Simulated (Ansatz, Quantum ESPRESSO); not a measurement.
# Band offsets of the BAs/BeS(110) superlattice, 5 + 5 layers, a = 4.748 Å, part 3 of 7

How do the band edges meet in the BAs/BeS(110) superlattice, 5 + 5 layers, a = 4.748 Å?

Quantum ESPRESSO 7.5; plane-wave DFT, LDA, GBRV ultrasoft pseudopotentials; cross-check by Ansatz 0.2.0 with PAW datasets.

So far. Step 3 (Self-consistent run of bulk BAs): The run needed 9 iterations to bring the estimated error under 1e-07 Ry. Step 6 (Macroscopic average of bulk BAs): In a crystal the running mean should be flat; that of average.x keeps a ripple of 0.42 eV. The line-up therefore uses an exact Fourier window on the same potential.

## Step 7: Self-consistent run of bulk BeS

System of this step: BeS, zinc blende at a = 4.748 Å. The structure is cubic, space group F-43m (No. 216). The conventional cell has a = 4.748 Å, b = 4.748 Å, c = 4.748 Å, α = 90.00°, β = 90.00°, γ = 90.00°. Nearest to Be lie 4 S at 2.06 Å. Nearest to S lie 4 Be at 2.06 Å. Farther neighbours and most contacts between anions are not listed.

File b.in:

```
&control
  prefix = 'b'
  outdir = './out'
  pseudo_dir = './pseudo'
  calculation = 'scf'
  tprnfor = .true.
/
&system
  ibrav = 0
  nat = 4
  ntyp = 2
  ecutwfc = 40
  ecutrho = 200
  occupations = 'smearing'
  smearing = 'fd'
  degauss = 0.002
/
&electrons
  conv_thr = 1e-07
  mixing_beta = 0.5
  electron_maxstep = 120
/
ATOMIC_SPECIES
  Be  9.0122  be_lda_v1.4.uspp.F.UPF
  S   32.0600  s_lda_v1.4.uspp.F.UPF
CELL_PARAMETERS angstrom
  4.74800000000000 0.00000000000000 0.00000000000000
  0.00000000000000 3.35734299707373 0.00000000000000
  0.00000000000000 0.00000000000000 3.35734299707373
ATOMIC_POSITIONS crystal
  Be  0.000000000000 0.000000000000 0.000000000000
  S   0.250000000000 0.500000000000 0.000000000000
  Be  0.500000000000 0.500000000000 0.500000000000
  S   0.750000000000 0.000000000000 0.500000000000
K_POINTS automatic
  6 8 8 0 0 0
```

The run is started by

```
$ OMP_NUM_THREADS=1 mpirun -n 4 pw.x -nk 4 -in b.in > b.out
```

What it wrote:

```text
[banner, memory and clock lines left out]
Program PWSCF v.7.5 starts

          URL

     Found identity + ( -0.5000 -0.5000 -0.5000) symmetry
     This is a supercell, fractional translations are disabled
     Message from routine setup:
     using ibrav=0 with symmetry is DISCOURAGED, use correct ibrav instead

     G-vector sticks info

     bravais-lattice index     =            0
     lattice parameter (alat)  =       8.9724  a.u.
     unit-cell volume          =     361.1592 (a.u.)^3
     number of atoms/cell      =            4
     number of atomic types    =            2
     number of electrons       =        20.00
     number of Kohn-Sham states=           14
     kinetic-energy cutoff     =      40.0000  Ry
     charge density cutoff     =     200.0000  Ry
     scf convergence threshold =      1.0E-07
     mixing beta               =       0.5000
     number of iterations used =            8  plain     mixing
     Exchange-correlation=  SLA  PZ   NOGX NOGC
                           (   1   1   0   0   0   0   0)

     celldm(1)=   8.972420  celldm(2)=   0.000000  celldm(3)=   0.000000
     celldm(4)=   0.000000  celldm(5)=   0.000000  celldm(6)=   0.000000

     crystal axes: (cart. coord. in units of alat)
               a(1) = (   1.000000   0.000000   0.000000 )
               a(2) = (   0.000000   0.707107   0.000000 )
               a(3) = (   0.000000   0.000000   0.707107 )

     reciprocal axes: (cart. coord. in units 2 pi/alat)
               b(1) = (  1.000000  0.000000  0.000000 )
               b(2) = (  0.000000  1.414214  0.000000 )
               b(3) = (  0.000000  0.000000  1.414214 )

     PseudoPot. # 1 for Be read from file:
     ./pseudo/be_lda_v1.4.uspp.F.UPF
     Pseudo is Ultrasoft, Zval =  4.0
     Generated by new atomic code, or converted to UPF format
     Using radial grid of  769 points,  6 beta functions with:
                l(1) =   0
                l(2) =   0
                l(3) =   0
                l(4) =   1
                l(5) =   1
                l(6) =   2
     Q(r) pseudized with 10 coefficients,  rinner =    1.000   1.000   1.000
                                                       1.000   1.000

     PseudoPot. # 2 for S  read from file:
     ./pseudo/s_lda_v1.4.uspp.F.UPF
     Pseudo is Ultrasoft + core correction, Zval =  6.0
     Generated by new atomic code, or converted to UPF format
     Using radial grid of  907 points,  6 beta functions with:
                l(1) =   0
                l(2) =   0
                l(3) =   1
                l(4) =   1
                l(5) =   2
                l(6) =   2
     Q(r) pseudized with  8 coefficients,  rinner =    1.300   1.300   1.300
                                                       1.300   1.300

     atomic species   valence    mass     pseudopotential
     Be                4.00     9.01220     Be( 1.00)
     S                 6.00    32.06000     S ( 1.00)

      8 Sym. Ops. (no inversion) found

   Cartesian axes

     site n.     atom                  positions (alat units)
         1        Be     tau(   1) = (   0.0000000   0.0000000   0.0000000  )
         2        S      tau(   2) = (   0.2500000   0.3535534   0.0000000  )
         3        Be     tau(   3) = (   0.5000000   0.3535534   0.3535534  )
         4        S      tau(   4) = (   0.7500000   0.0000000   0.3535534  )

     number of k points=    60  Fermi-Dirac smearing, width (Ry)=  0.0020
                       cart. coord. in units 2pi/alat
        k(    1) = (   0.0000000   0.0000000   0.0000000), wk =   0.0052083
        k(    2) = (   0.0000000   0.0000000   0.1767767), wk =   0.0208333
        k(    3) = (   0.0000000   0.0000000   0.3535534), wk =   0.0208333
        k(    4) = (   0.0000000   0.0000000   0.5303301), wk =   0.0208333
        k(    5) = (   0.0000000   0.0000000  -0.7071068), wk =   0.0104167
        k(    6) = (   0.0000000   0.1767767   0.1767767), wk =   0.0208333
        k(    7) = (   0.0000000   0.1767767   0.3535534), wk =   0.0416667
        k(    8) = (   0.0000000   0.1767767   0.5303301), wk =   0.0416667
        k(    9) = (   0.0000000   0.1767767  -0.7071068), wk =   0.0208333
        k(   10) = (   0.0000000   0.3535534   0.3535534), wk =   0.0208333
        k(   11) = (   0.0000000   0.3535534   0.5303301), wk =   0.0416667
        k(   12) = (   0.0000000   0.3535534  -0.7071068), wk =   0.0208333
        k(   13) = (   0.0000000   0.5303301   0.5303301), wk =   0.0208333
        k(   14) = (   0.0000000   0.5303301  -0.7071068), wk =   0.0208333
        k(   15) = (   0.0000000  -0.7071068  -0.7071068), wk =   0.0052083
        k(   16) = (   0.1666667   0.0000000   0.0000000), wk =   0.0104167
        k(   17) = (   0.1666667   0.0000000   0.1767767), wk =   0.0416667
        k(   18) = (   0.1666667   0.0000000   0.3535534), wk =   0.0416667
        k(   19) = (   0.1666667   0.0000000   0.5303301), wk =   0.0416667
        k(   20) = (   0.1666667   0.0000000  -0.7071068), wk =   0.0208333
        k(   21) = (   0.1666667   0.1767767   0.1767767), wk =   0.0416667
        k(   22) = (   0.1666667   0.1767767   0.3535534), wk =   0.0833333
        k(   23) = (   0.1666667   0.1767767   0.5303301), wk =   0.0833333
        k(   24) = (   0.1666667   0.1767767  -0.7071068), wk =   0.0416667
        k(   25) = (   0.1666667   0.3535534   0.3535534), wk =   0.0416667
        k(   26) = (   0.1666667   0.3535534   0.5303301), wk =   0.0833333
        k(   27) = (   0.1666667   0.3535534  -0.7071068), wk =   0.0416667
        k(   28) = (   0.1666667   0.5303301   0.5303301), wk =   0.0416667
        k(   29) = (   0.1666667   0.5303301  -0.7071068), wk =   0.0416667
        k(   30) = (   0.1666667  -0.7071068  -0.7071068), wk =   0.0104167
        k(   31) = (   0.3333333   0.0000000   0.0000000), wk =   0.0104167
        k(   32) = (   0.3333333   0.0000000   0.1767767), wk =   0.0416667
        k(   33) = (   0.3333333   0.0000000   0.3535534), wk =   0.0416667
        k(   34) = (   0.3333333   0.0000000   0.5303301), wk =   0.0416667
        k(   35) = (   0.3333333   0.0000000  -0.7071068), wk =   0.0208333
        k(   36) = (   0.3333333   0.1767767   0.1767767), wk =   0.0416667
        k(   37) = (   0.3333333   0.1767767   0.3535534), wk =   0.0833333
        k(   38) = (   0.3333333   0.1767767   0.5303301), wk =   0.0833333
        k(   39) = (   0.3333333   0.1767767  -0.7071068), wk =   0.0416667
        k(   40) = (   0.3333333   0.3535534   0.3535534), wk =   0.0416667
        k(   41) = (   0.3333333   0.3535534   0.5303301), wk =   0.0833333
[...]
-90.9667 -90.9665  -6.4594  -5.6733   0.9917   1.7780   2.1225   3.4316
     3.6849   3.9905  10.4894  11.1196  12.5988  13.8780

          k = 0.1667 0.3536-0.7071 (  1540 PWs)   bands (ev):

   -90.9667 -90.9666  -5.9705  -5.9705   1.0595   1.0595   2.8960   2.8960
     3.7536   3.7536  10.4865  10.4865  13.0600  13.0601

          k = 0.1667 0.5303 0.5303 (  1530 PWs)   bands (ev):

   -90.9666 -90.9665  -6.0532  -5.5789   1.1004   1.4338   1.8972   3.2225
     3.4348   3.4601   9.9395  10.0748  11.6848  12.7551

          k = 0.1667 0.5303-0.7071 (  1530 PWs)   bands (ev):

   -90.9666 -90.9665  -5.7034  -5.7034   1.0211   1.0212   2.5725   2.5725
     3.4182   3.4182   9.7052   9.7052  11.8275  11.8275

          k = 0.1667-0.7071-0.7071 (  1528 PWs)   bands (ev):

   -90.9666 -90.9665  -5.5799  -5.5799   0.8442   0.8442   2.9439   2.9439
     2.9561   2.9561   9.4896   9.4896  11.3289  11.3289

          k = 0.3333 0.0000 0.0000 (  1554 PWs)   bands (ev):

   -90.9668 -90.9666  -7.5586  -6.4100   2.0237   3.7063   3.7063   4.4986
     5.0517   5.0517   9.6580  10.8777  11.5288  13.2922

          k = 0.3333 0.0000 0.1768 (  1553 PWs)   bands (ev):

   -90.9668 -90.9666  -7.4406  -6.3377   1.7286   3.4962   3.5213   3.8152
     5.0931   5.3738  10.1745  11.3540  12.1515  12.7262

          k = 0.3333 0.0000 0.3536 (  1537 PWs)   bands (ev):

   -90.9666 -90.9665  -7.1099  -6.1715   0.8713   2.0682   3.5316   4.1183
     5.1704   5.3747  10.8820  11.7351  12.4638  12.8240

          k = 0.3333 0.0000 0.5303 (  1542 PWs)   bands (ev):

   -90.9667 -90.9666  -6.6503  -6.0719   0.1347   0.8083   3.9352   4.5381
     5.0375   5.1568  11.5171  11.7005  12.5556  12.6375

          k = 0.3333 0.0000-0.7071 (  1546 PWs)   bands (ev):

   -90.9667 -90.9666  -6.2349  -6.2349   0.0849   0.0849   4.4964   4.4964
     4.9353   4.9353  11.9063  11.9063  12.5874  12.5896

          k = 0.3333 0.1768 0.1768 (  1546 PWs)   bands (ev):

   -90.9667 -90.9666  -7.3241  -6.2658   1.6083   3.1566   3.2344   3.8726
     4.4463   5.6546  10.8926  11.9229  12.5703  13.0941

          k = 0.3333 0.1768 0.3536 (  1552 PWs)   bands (ev):

   -90.9668 -90.9666  -6.9988  -6.0999   0.9701   2.1023   3.0240   4.0960
     4.3250   5.4524  11.7941  12.1689  12.6259  13.0711

          k = 0.3333 0.1768 0.5303 (  1545 PWs)   bands (ev):

   -90.9667 -90.9666  -6.5491  -5.9965   0.2773   0.9130   3.4543   4.3721
     4.4619   4.8853  11.7709  11.9064  12.6587  12.7014

          k = 0.3333 0.1768-0.7071 (  1542 PWs)   bands (ev):

   -90.9667 -90.9666  -6.1478  -6.1478   0.2196   0.2196   4.1190   4.1190
     4.5458   4.5458  11.5667  11.5667  13.0353  13.0356

          k = 0.3333 0.3536 0.3536 (  1544 PWs)   bands (ev):

   -90.9667 -90.9666  -6.6907  -5.9315   1.0910   1.9354   2.1795   3.3975
     4.1583   4.9868  11.6833  12.2276  12.7259  13.7566

          k = 0.3333 0.3536 0.5303 (  1546 PWs)   bands (ev):

   -90.9667 -90.9666  -6.2742  -5.8109   0.6956   1.1649   2.3395   3.3068
     4.1616   4.2751  10.9576  11.5793  13.1574  14.3309

          k = 0.3333 0.3536-0.7071 (  1544 PWs)   bands (ev):

   -90.9667 -90.9666  -5.9205  -5.9205   0.6008   0.6008   3.0012   3.0012
     4.0290   4.0290  10.9464  10.9464  14.0664  14.0665

          k = 0.3333 0.5303 0.5303 (  1530 PWs)   bands (ev):

   -90.9666 -90.9665  -5.9218  -5.6418   1.2438   1.3092   1.4648   2.6247
     3.4624   3.7716  10.5713  11.4477  12.8156  14.4759

          k = 0.3333 0.5303-0.7071 (  1532 PWs)   bands (ev):

   -90.9666 -90.9665  -5.6625  -5.6625   1.0785   1.0785   2.1727   2.1727
     3.2788   3.2788  10.8752  10.8752  13.2630  13.2630

          k = 0.3333-0.7071-0.7071 (  1536 PWs)   bands (ev):

   -90.9667 -90.9666  -5.5440  -5.5440   1.1779   1.1780   2.3632   2.3633
     2.5487   2.5487  11.0522  11.0522  12.6331  12.6331

          k =-0.5000 0.0000 0.0000 (  1538 PWs)   bands (ev):

   -90.9665 -90.9665  -7.0368  -7.0368   3.2270   3.2270   4.3061   4.3061
     4.3062   4.3062  10.3161  10.3161  12.5954  12.5954

          k =-0.5000 0.0000 0.1768 (  1554 PWs)   bands (ev):

   -90.9667 -90.9666  -6.9361  -6.9361   2.5518   2.5518   4.3899   4.3899
     4.4451   4.4451  10.8163  10.8163  13.1607  13.1608

          k =-0.5000 0.0000 0.3536 (  1566 PWs)   bands (ev):

   -90.9669 -90.9668  -6.6684  -6.6684   1.3000   1.3000   4.6069   4.6069
     4.6647   4.6647  11.5047  11.5047  13.0828  13.0828

          k =-0.5000 0.0000 0.5303 (  1556 PWs)   bands (ev):

   -90.9668 -90.9667  -6.3539  -6.3539   0.2478   0.2478   4.8500   4.8500
     4.8709   4.8709  11.7947  11.7947  12.4581  12.4582

          k =-0.5000 0.0000-0.7071 (  1556 PWs)   bands (ev):

   -90.9668 -90.9668  -6.2044  -6.2044  -0.1655  -0.1655   4.9603   4.9603
     4.9603   4.9603  11.6705  11.6705  12.4812  12.4812

          k =-0.5000 0.1768 0.1768 (  1552 PWs)   bands (ev):

   -90.9667 -90.9667  -6.8367  -6.8367   2.3181   2.3181   3.7332   3.7332
     4.8616   4.8616  11.4665  11.4665  13.2872  13.2874

          k =-0.5000 0.1768 0.3536 (  1556 PWs)   bands (ev):

   -90.9668 -90.9667  -6.5732  -6.5732   1.3669   1.3669   3.6592   3.6592
     4.9967   4.9967  12.2707  12.2707  12.5826  12.5826

          k =-0.5000 0.1768 0.5303 (  1556 PWs)   bands (ev):

   -90.9668 -90.9667  -6.2647  -6.2647   0.3789   0.3789   4.0125   4.0125
     4.9108   4.9108  11.9351  11.9352  12.9489  12.9537

          k =-0.5000 0.1768-0.7071 (  1536 PWs)   bands (ev):

   -90.9666 -90.9666  -6.1185  -6.1185  -0.0203  -0.0203   4.3165   4.3165
     4.7259   4.7259  11.9632  11.9632  12.3855  12.3857

          k =-0.5000 0.3536 0.3536 (  1568 PWs)   bands (ev):

   -90.9669 -90.9668  -6.3220  -6.3220   1.3363   1.3363   2.7262   2.7262
     4.8631   4.8631  11.8063  11.8063  13.9095  13.9096

          k =-0.5000 0.3536 0.5303 (  1542 PWs)   bands (ev):

   -90.9667 -90.9666  -6.0310  -6.0310   0.7445   0.7445   2.7886   2.7886
     4.4212   4.4212  11.7046  11.7046  13.3813  13.3814

          k =-0.5000 0.3536-0.7071 (  1528 PWs)   bands (ev):

   -90.9665 -90.9665  -5.8947  -5.8947   0.4062   0.4062   3.0947   3.0947
     4.0585   4.0585  11.9716  11.9716  12.6941  12.6941

          k =-0.5000 0.5303 0.5303 (  1538 PWs)   bands (ev):

   -90.9666 -90.9666  -5.7646  -5.7646   1.1326   1.1326   1.9790   1.9790
     3.6548   3.6548  11.8791  11.8791  13.6271  13.6271

          k =-0.5000 0.5303-0.7071 (  1532 PWs)   bands (ev):

   -90.9666 -90.9665  -5.6416  -5.6416   1.0749   1.0749   2.0967   2.0967
     3.1230   3.1230  12.2007  12.2007  13.3221  13.3221

          k =-0.5000-0.7071-0.7071 (  1544 PWs)   bands (ev):

   -90.9667 -90.9667  -5.5257  -5.5257   1.6098   1.6099   1.8193   1.8193
     2.3703   2.3703  12.4470  12.4471  14.5825  14.5827

     the Fermi energy is     8.2241 ev

!    total energy              =    -104.49846777 Ry
     estimated scf accuracy    <       0.00000004 Ry
     smearing contrib. (-TS)   =      -0.00000000 Ry
     internal energy E=F+TS    =    -104.49846777 Ry

     The total energy is F=E-TS. E is the sum of the following terms:
     one-electron contribution =     -31.56642377 Ry
     hartree contribution      =      15.49686077 Ry
     xc contribution           =     -26.70514113 Ry
     ewald contribution        =     -61.72376363 Ry

     convergence has been achieved in   6 iterations

     Forces acting on atoms (cartesian axes, Ry/au):

     atom    1 type  1   force =     0.00000000    0.00000000    0.00000000
     atom    2 type  2   force =     0.00000475    0.00000000    0.00000000
     atom    3 type  1   force =     0.00000000    0.00000000    0.00000000
     atom    4 type  2   force =    -0.00000475    0.00000000    0.00000000

     Total force =     0.000007     Total SCF correction =     0.000008
     SCF correction compared to forces is large: reduce conv_thr to get better values

     XML data file, charge density, pseudopotentials, collected wavefunctions

                                        0.00s GPU  (     531 calls)
```

It took 4.4 s on 4 MPI ranks of Arm Neoverse V2, shared host; peak memory 0.28 GiB; 17 s of CPU time.

Read from the output:

```
free energy  : -1421.7741 eV
Fermi energy : 8.224 eV
```

(Continued in part 4 of 7.)

[Logs are printed without paths, hosts, clocks, repeated set-up lines and the standing remarks that a program may print on its own settings, such as how far it seeks lower states.]

[Hosts, paths, dates, database ids (printed as entryN), source tags and the programs' standing remarks are cut or masked in the printed files.]

[Maps of the electrostatic potential energy from Ansatz leave out the sawtooth potential of an applied field or a dipole correction, so their vacuum need not be flat; planar profiles and work functions include it.]
